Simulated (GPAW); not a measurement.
**GaN: optical spectrum with GLLB-SC**

Crystal: GaN.

```
Ga N
1.0
     0.00000    2.25350    2.25350
     2.25350    0.00000    2.25350
     2.25350    2.25350    0.00000
Ga N
1 1
Direct
  0.00000 0.00000 0.00000
  0.25000 0.25000 0.25000
```

The cell is a database's computed one.

| Item | Value |
| --- | --- |
| Program | GPAW 26.7.0 |
| Task | optical spectrum |
| Functional | GLLB-SC |
| Potentials or basis | the program's PAW data sets (release 1.2.1) made for this functional |
| Cutoff | 550 eV |
| Basis | pw |
| k mesh | 8 × 8 × 8 |
| Occupations | fermi-dirac, width 0.001 eV |
| Spin | no spin polarisation |
| Kernel | RPA |
| Eta | 0.2 eV |
| Response ecut | 60 eV |
| Scissors | 1 eV |
| Maxiter | 150 |
| Response k mesh | 26 × 26 × 26 |
| Domega0 | 0.05 eV |
| Omega2 | 10 eV |
| Response bands | 28 |
| Directions | ["x"] |
| Intraband | no |

The band gap on the k mesh, Kohn-Sham part alone is 2.08 eV, direct.

Dielectric function (mean over the directions given):
```
energy (eV)  real part  imaginary part
       0.25       4.49            0.01
       0.88       4.54            0.02
       1.54       4.65            0.05
       2.18       4.86            0.09
       2.79       5.23            0.20
       3.43       5.56            0.87
       4.16       5.39            1.42
       4.79       5.35            1.68
       5.38       5.34            1.93
       6.07       5.66            2.24
       6.63       6.02            2.93
       7.29       5.83            4.48
       8.07       4.38            6.13
       8.71       2.47            6.22
       9.27       0.85            5.26
       9.96       1.34            3.12
      10.57       2.76            4.35
      11.20       0.96            5.05
      11.96      -0.05            3.53
      12.53       0.87            3.25
      13.24       0.67            4.95
      13.85      -1.24            4.21
      14.48      -1.55            3.15
      15.13      -1.70            2.25
      15.94      -1.31            1.53
      16.64      -1.01            1.09
      17.36      -0.73            0.93
      18.12      -0.53            0.77
      18.90      -0.34            0.73
      19.87      -0.28            0.52
```

Wall time 5.7 min on 1 thread of Arm Neoverse V1, on a shared host, peak memory 0.51 GiB.

The gap isn't set beside the measured one, since the derivative discontinuity is missing.

Caveat: a model potential gives levels but no total energy; the long-wavelength limit can be off by a per cent or two; response on these states lacks terms of the Hamiltonian; independent-particle spectra lack excitons.
